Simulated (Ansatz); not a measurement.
# SnO2: further runs on the relaxed cell

The task here is to estimate one member of a computed series from the others.

Method: DFT LDA, scalar-relativistic, plane waves, PAW, in Ansatz 0.2.0.

1 further run of the same task is left out (set aside as unsound or not needed). Runs told in other sessions of the task aren't counted.

### The system as given

It takes space group Pbcn (No. 60, orthorhombic). The conventional cell has a = 4.703 Å, b = 5.695 Å, c = 5.204 Å, α = 90.00°, β = 90.00°, γ = 90.00°. Around Sn (site symmetry 2) lie 6 O at 2.02 to 2.10 Å. Around O (site symmetry 1) lie 3 Sn at 2.02 to 2.10 Å.

Structure file:

```
CELL_PARAMETERS angstrom
4.70345 0.00000 0.00000
0.00000 5.69517 0.00000
0.00000 0.00000 5.20433
ATOMIC_POSITIONS crystal
Sn 0.50000 0.66732 0.75000
Sn 0.00000 0.83268 0.25000
Sn 0.50000 0.33268 0.25000
Sn 0.00000 0.16732 0.75000
O 0.73102 0.60491 0.07763
O 0.23102 0.89509 0.92237
O 0.76898 0.89509 0.57763
O 0.26898 0.60491 0.42237
O 0.73102 0.39509 0.57763
O 0.23102 0.10491 0.42237
O 0.76898 0.10491 0.07763
O 0.26898 0.39509 0.92237
```

It goes back to an entry of the Materials Project, which need not be the stable form.

This cell was relaxed beforehand with the same method: volume 11.62 Å³/atom, gap on the mesh 1.50 eV.

The first run:

input.yaml reads:

```yaml
crystal:
  lattice:
    - [4.655939453, 0.0, 0.0]
    - [0.0, 5.6376419945, 0.0]
    - [0.0, 0.0, 5.1517569242]
  atoms:
    - { symbol: Sn, position: [0.5, 0.6673206304, 0.75] }
    - { symbol: Sn, position: [0.0, 0.8326793696, 0.25] }
    - { symbol: Sn, position: [0.5, 0.3326793696, 0.25] }
    - { symbol: Sn, position: [0.0, 0.1673206304, 0.75] }
    - { symbol: O, position: [0.7310207142, 0.6049099314, 0.0776301508] }
    - { symbol: O, position: [0.2310207142, 0.8950900686, 0.9223698492] }
    - { symbol: O, position: [0.7689792858, 0.8950900686, 0.5776301508] }
    - { symbol: O, position: [0.2689792858, 0.6049099314, 0.4223698492] }
    - { symbol: O, position: [0.7310207142, 0.3950900686, 0.5776301508] }
    - { symbol: O, position: [0.2310207142, 0.1049099314, 0.4223698492] }
    - { symbol: O, position: [0.7689792858, 0.1049099314, 0.0776301508] }
    - { symbol: O, position: [0.2689792858, 0.3950900686, 0.9223698492] }
basis:
  ecutwfc: 420
kpoints:
  mp_grid: { grid: [6, 6, 6] }
hamiltonian:
  xc: lda
scf:
  occupations: { method: gaussian, width: 0.02 }
output:
  forces: true
  stress: true
  eigenvalues: true
relax:
  adjacent_minimum: "off"
  f_tol: 0.01
  max_steps: 30
  cell: { stress_tol: 0.1, fix: [volume] }
```

The run is started by

```
ansatz run input.yaml --threads 2 --pin off --max-ram 5120MiB --backend cpu --events-out ev --progress --plain --runs-dir out
```

Steps of the session up to this table: Point at V/V0 = 0.97; Volume × 1.03; The cell scaled to 0.94 of its volume; Point at V/V0 = 1.06; Point at V/V0 = 0.91; Point at V/V0 = 1.10; Point at V/V0 = 0.88.

One table of the session follows, with a row left open; its other results are not shown here.

It belongs to the step «Fit of the equation of state». 

| volume (Å³/atom) | energy above the lowest point (meV/atom) | pressure (GPa) | gap on the mesh (eV) |
| --- | --- | --- | --- |
| 10.223 | 123.3 | 30.17 | 2.66 |
| 10.572 | 66.7 | 21.81 | 2.43 |
| 10.920 | 28.3 | 13.66 | 2.13 |
| 11.269 | 6.7 | 6.35 | 1.82 |
| 11.617 | 0.0 | -0.02 | 1.50 |
| 11.966 | 6.1 | -5.46 | 1.18 |
| 12.314 | ? | ? | ? |
| 12.779 | 60.2 | -15.17 | 0.48 |

Estimate the missing values for volume (Å³/atom) = 12.314.

Worked estimate for «energy above the lowest point (meV/atom)». A straight line through the neighbours (11.966, 6.1) and (12.779, 60.2) gives 6.1 + (60.2 − 6.1) × (12.314 − 11.966) / (12.779 − 11.966) = 29.3; a parabola fitted to 3 rows on both sides gives 22.4.

**Answer.** energy above the lowest point (meV/atom): 23.2; pressure (GPa): -10.11; gap on the mesh (eV): 0.86. In «energy above the lowest point (meV/atom)» the line misses by +6.1 and the parabola by -0.8.
